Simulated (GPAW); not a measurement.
# LiF (Griceite): G0W0 on several meshes in GPAW

Wanted: mesh dependence and cost of G0W0 for LiF (Griceite).

Calculated with GPAW 26.7.0; PBE and many-body steps on it, plane waves.

Most raw output is cut from this account.

## (1) Starting point

Symmetry: Fm-3m, No. 225, cubic system. Conventional cell: a = 4.028 Å, b = 4.028 Å, c = 4.028 Å, α = 90.00°, β = 90.00°, γ = 90.00°. Li has 6 F at 2.01 Å nearest. F has 6 Li at 2.01 Å nearest. Farther neighbours and most contacts between anions are not listed.

Coordinates:

```cif
data_structure
_symmetry_space_group_name_H-M 'Fm-3m'
_symmetry_Int_Tables_number 225
_cell_length_a 4.0280
_cell_length_b 4.0280
_cell_length_c 4.0280
_cell_angle_alpha 90.000
_cell_angle_beta 90.000
_cell_angle_gamma 90.000
_cell_volume 65.35
loop_
_atom_site_label
_atom_site_type_symbol
_atom_site_symmetry_multiplicity
_atom_site_Wyckoff_symbol
_atom_site_fract_x
_atom_site_fract_y
_atom_site_fract_z
_atom_site_occupancy
Li1 Li 4 a 0.00000 0.00000 0.00000 1
F1 F 4 b 0.50000 0.00000 0.00000 1
```

The cell and positions come from the Crystallography Open Database and are kept as given unless a step says otherwise.

## (2) Empty states on the mesh, 8×8×8 mesh, 252 bands

This step: GPAW 26.7.0; DFT, PBE, plane waves, PAW.

The sums over transitions need many empty states on a uniform mesh; this step solves for them.

run.py reads:

```python
import json
import numpy as np
from gpaw.mpi import world
from gpaw import GPAW

calc = GPAW('gs.gpw').fixed_density(kpts={'size': (8, 8, 8), 'gamma': True},
    parallel={'domain': 1, 'band': 1},
    txt='nscf.txt')
calc.diagonalize_full_hamiltonian(nbands=252)
calc.write('full.gpw', mode='all')
res = {}
kpts = calc.get_ibz_k_points()
res['kpts'] = kpts
res['eigenvalues'] = [calc.get_eigenvalues(kpt=k) for k in range(len(kpts))]
res['n_electrons'] = calc.get_number_of_electrons()

if world.rank == 0:
    with open('result.json', 'w') as f:
        json.dump(res, f, default=lambda x: x.tolist())
```

Started as:

```
> mpirun -n 4 gpaw python run.py
```

Elapsed: 5.3 s, on 4 MPI ranks of AMD EPYC 9R14 (Zen 4), shared host; peak memory 0.73 GiB; 20 s of CPU time.

This step gave:

```yaml
gap: 9.070 eV
k_of_the_valence_top: 0, 0, 0
k_of_the_conduction_bottom: 0, 0, 0
least_direct_gap: 9.070 eV
k_points_computed: 29
lowest_point_of_the_top_converged_band_above_the_valence_top: 329.0016 eV
```

On this mesh the gap is 9.070 eV.

## (3) 8×8×8

Now the one-shot GW correction: screening in the RPA, then the self-energy of the levels asked for.

This step: G0W0 on PBE, plane waves, PAW.

run.py reads:

```python
import json
import numpy as np
from gpaw.mpi import world
from gpaw.response.g0w0 import G0W0

gw = G0W0('full.gpw',
    filename='gw',
    kpts=[0],
    bands=(2, 6),
    ecut=210,
    nbands=112,
    integrate_gamma='WS',
    ppa=True)
gw.calculate()
res = {mode: {k: v for k, v in r.items() if k != 'sigma_eskwn'}
       for mode, r in gw.all_results.items()}

if world.rank == 0:
    with open('result.json', 'w') as f:
        json.dump(res, f, default=lambda x: x.tolist())
```

Started as:

```
> mpirun -n 4 gpaw python run.py
```

Wall time 1.9 min (4 MPI ranks); peak memory 0.86 GiB.

This step gave:

```
G0W0 gap on the points computed              : 13.35 eV
least direct G0W0 gap on the computed points : 13.35 eV
Z at the valence top                         : 0.8175
Z at the conduction bottom                   : 0.8908
starting gap on the mesh                     : 9.070 eV
k of the valence top                         : 0, 0, 0
k of the conduction bottom                   : 0, 0, 0
```

The gap on the mesh goes from 9.07 eV to 13.35 eV, a correction of +4.29 eV.

## (4) Empty states on the mesh, 6×6×6 mesh, 122 bands

This step: DFT, PBE, plane waves, PAW.

run.py reads:

```python
import json
import numpy as np
from gpaw.mpi import world
from gpaw import GPAW

calc = GPAW('gs.gpw').fixed_density(kpts={'size': (6, 6, 6), 'gamma': True},
    parallel={'domain': 1, 'band': 1},
    txt='nscf.txt')
calc.diagonalize_full_hamiltonian(nbands=122)
calc.write('full.gpw', mode='all')
res = {}
kpts = calc.get_ibz_k_points()
res['kpts'] = kpts
res['eigenvalues'] = [calc.get_eigenvalues(kpt=k) for k in range(len(kpts))]
res['n_electrons'] = calc.get_number_of_electrons()

if world.rank == 0:
    with open('result.json', 'w') as f:
        json.dump(res, f, default=lambda x: x.tolist())
```

Started as:

```
> mpirun -n 4 gpaw python run.py
```

Wall time 4.8 s (4 MPI ranks); peak memory 0.69 GiB; 18 s of CPU time.

Numbers from this step:

* gap: 9.070 eV
* k of the valence top: 0, 0, 0
* k of the conduction bottom: 0, 0, 0
* least direct gap: 9.070 eV
* k points computed: 16
* lowest point of the top converged band, above the valence top: 205.5787 eV

On this mesh the gap is 9.070 eV.

## (5) 6×6×6

This step: G0W0 on PBE, plane waves, PAW.

run.py reads:

```python
import json
import numpy as np
from gpaw.mpi import world
from gpaw.response.g0w0 import G0W0

gw = G0W0('full.gpw',
    filename='gw',
    kpts=[0],
    bands=(2, 6),
    ecut=210,
    nbands=112,
    integrate_gamma='WS',
    ppa=True)
gw.calculate()
res = {mode: {k: v for k, v in r.items() if k != 'sigma_eskwn'}
       for mode, r in gw.all_results.items()}

if world.rank == 0:
    with open('result.json', 'w') as f:
        json.dump(res, f, default=lambda x: x.tolist())
```

Started as:

```
> mpirun -n 4 gpaw python run.py
```

Wall time 34 s (4 MPI ranks); peak memory 0.84 GiB.

Numbers from this step:

| Property | Result |
| --- | --- |
| G0W0 gap on the points computed | 13.36 eV |
| least direct G0W0 gap on the computed points | 13.36 eV |
| Z at the valence top | 0.8169 |
| Z at the conduction bottom | 0.8907 |
| starting gap on the mesh | 9.070 eV |
| k of the valence top | 0, 0, 0 |
| k of the conduction bottom | 0, 0, 0 |

Against G0W0 in GPAW (8×8×8 mesh, 112 bands, screening to 210 eV, Godby-Needs plasmon pole), the gap moves by +0.005 eV.

## (6) Side by side

Times are wall times on 4 MPI ranks of AMD EPYC 9R14 (Zen 4), shared host, good to a factor of about two.

```tsv
run	mesh	bands	screening cutoff (eV)	DFT gap (eV)	gap on the mesh (eV)	direct (eV)	time
8×8×8	8×8×8	112	210	9.070	13.355	13.355	1.9 min
6×6×6	6×6×6	112	210	9.070	13.360	13.360	34 s
```

## (7) Outcome

```yaml
8x8x8: 13.355 eV
6x6x6: 13.360 eV
known_limits: not at the basis limit
```

What this shows: 6×6×6: +0.005 eV against 8×8×8. Bands and cutoff are finite, so the gap is not at the basis limit. The miss can reach some tenths of an eV and take either sign; the mesh is an error of its own. These stock PAW sets were not made for GW. In the G0W0 runs levels were corrected at 1 k point alone, so a gap called «on the mesh» is the least over those, and an edge elsewhere would be missed.

[Paths, hosts, dates, memory and timing lines, banners, echoed tables and standing remarks are left out of the program output.]

[Logs are printed without paths, hosts, clocks, repeated set-up lines and the standing remarks that a program may print on its own settings, such as how far it seeks lower states.]

[Runs of the session that timed out or met a known fault of the program may be left out.]

[Hosts, paths, dates, database ids (printed as entryN), source tags and the programs' standing remarks are cut or masked in the printed files.]
